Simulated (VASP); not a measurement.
AlRu, 2 atoms in the cell. The structure is cubic, space group Pm-3m (No. 221). Conventional cell: a = 2.992 Å, b = 2.992 Å, c = 2.992 Å, α = 90.00°, β = 90.00°, γ = 90.00°. Around Ru (site symmetry m-3m) lie 8 Al at 2.59 Å. Around Al (site symmetry m-3m) lie 8 Ru at 2.59 Å. 

| Item | Value |
| --- | --- |
| Program | VASP 6.6.1 |
| Task | relaxation of cell and atoms |
| Functional | PW91 |
| Potentials or basis | VASP PAW PBE potentials, release 64 (Ru_pv, Al) |
| Cutoff | 600 eV |
| k mesh | 9 × 9 × 9 |
| Occupations | fermi-dirac, width 0.05 eV |
| Spin | no spin polarisation |
| Further INCAR settings | ALGO = Fast; EDIFF = 1e-07; IBRION = 2; EDIFFG = -0.01; NSW = 40; ISIF = 3 |

Potentials or basis: VASP PAW PBE potentials, release 64 (Ru_pv, Al).

Command:

```bash
$ cat potpaw_PBE.64/Ru_pv/POTCAR potpaw_PBE.64/Al/POTCAR > POTCAR
$ mpirun -np 1 vasp_std > vasp.out
```

Hardware: 1 thread of Intel(R) Xeon(R) 6975P-C (Granite Rapids) (shared host).

**Question.** Estimate the wall time of this run.

**Answer.** It took 11 s on 1 thread of Intel(R) Xeon(R) 6975P-C (Granite Rapids) (shared host), peak memory 0.15 GiB. Counts: scf iterations 37, k points 35, ion steps 3.
